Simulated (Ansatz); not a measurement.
## SrO: computed DOS

Space group Fm-3m (No. 225). a = 5.140 Å, b = 5.140 Å, c = 5.140 Å, α = 90.00°, β = 90.00°, γ = 90.00°
```csv
atom,site,symmetry,x,y,z
Sr,4a,m-3m,0.0000,0.0000,0.0000
O,4b,m-3m,0.5000,0.0000,0.0000
```

The runs use the primitive cell with vectors (0.000, 2.570, 2.570), (2.570, 0.000, 2.570), (2.570, 2.570, 0.000) Å, to which the k mesh refers.

The cell comes from COD entry 1100027, which wasn't checked; take it as a given geometry. It is an old determination, and later ones may differ.

Level of theory: Ansatz 0.2.0, DFT, LDA, all-electron LAPW, scalar-relativistic.

Numerical set-up: a Γ-centred 8×8×8 k mesh, Fermi–Dirac smearing of 0.02 eV, basis error target 0.25 meV/atom, no spin polarisation.

States per eV and cell, averaged over 0.4 eV, from -2.2 to 4.0 eV, with energies (bin centres) from the valence-band top; empty bins are left out. The partial columns, the largest 3 alone, are projections on Löwdin-orthogonalised atomic shells (those that the program's projection atoms carry: the occupied ones and, for some elements, an empty d or f shell; other empty shells have no column), summed over atoms of an element. Weights on diffuse s and p shells depend on that basis and aren't pure angular character.

```csv
E (eV),total,O 2p,Sr 5s,Sr 4p
-2.1,0.19,0.14,0.04,0.00
-1.7,1.53,1.20,0.24,0.02
-1.3,2.10,1.74,0.23,0.03
-0.9,4.06,3.69,0.07,0.05
-0.5,5.56,5.10,0.03,0.13
-0.1,1.56,1.47,0.00,0.03
3.5,0.11,0.00,0.00,0.00
3.9,0.27,0.01,0.00,0.00
```

Q: Which of the resolved shells contributes most in the top eV of the valence band?

A: O 2p, with 92 % of all states there; Sr 4p follows with 2 %.
